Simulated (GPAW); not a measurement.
Runs of GPAW 26.7.0 on ZnS (Wurtzite-2H). The structure is hexagonal, space group P6_3mc (No. 186). The conventional cell has a = 3.811 Å, b = 3.811 Å, c = 6.234 Å, α = 90.00°, β = 90.00°, γ = 120.00°. Zn (site symmetry 3m) is surrounded by 4 S at 2.31 to 2.40 Å. S (site symmetry 3m) is surrounded by 4 Zn at 2.31 to 2.40 Å. 

```csv
task,level,potentials or basis,cell,smearing,optimizer,fmax,max steps,convergence,gap on the mesh (eV),pressure (GPa),relaxed volume (Å³/atom),largest force (eV/Å)
single point,PBE,"GPAW PAW data sets (gpaw-data 1.2.1), pw",as given,gaussian 0.016 eV,-,-,-,-,2.24,2.4,-,0.33
relaxation of cell and atoms,revPBE,"the program's PAW data sets (release 1.2.1) made for this functional, pw",relaxed,fermi-dirac 0.05 eV,FIRE,0.02 eV/Å,100,density=1e-05 forces=0.0001,2.08,0.0,20.78,0.02
single point,PBE,"GPAW PAW data sets (gpaw-data 1.2.1), pw",as given,gaussian 0.018 eV,-,-,-,-,2.24,2.4,-,0.33
relaxation of cell and atoms,revPBE+D4,"the program's PAW data sets (release 1.2.1) made for this functional, pw",relaxed,fermi-dirac 0.05 eV,LBFGS,0.02 eV/Å,100,density=1e-05 forces=0.0001,2.39,0.0,(a),-
single point,PBE,"GPAW PAW data sets (gpaw-data 1.2.1), pw",as given,gaussian 0.013 eV,-,-,-,-,2.24,2.4,-,0.33
single point,PBE,"GPAW PAW data sets (gpaw-data 1.2.1), pw",as given,gaussian 0.015 eV,-,-,-,-,2.24,2.4,-,0.33
single point,PBE,"GPAW PAW data sets (gpaw-data 1.2.1), pw",as given,gaussian 0.012 eV,-,-,-,-,2.24,2.4,-,0.33
single point,PBE,"GPAW PAW data sets (gpaw-data 1.2.1), pw",as given,gaussian 0.017 eV,-,-,-,-,2.24,2.4,-,0.33
```

Alike in all rows: no spin polarisation; k mesh 8 × 8 × 5; cutoff (eV) 600.

Problem. Fill in the values left out.

Solution. (a) 19.30.

Caveats: later steps reuse the first step's grids (some runs).

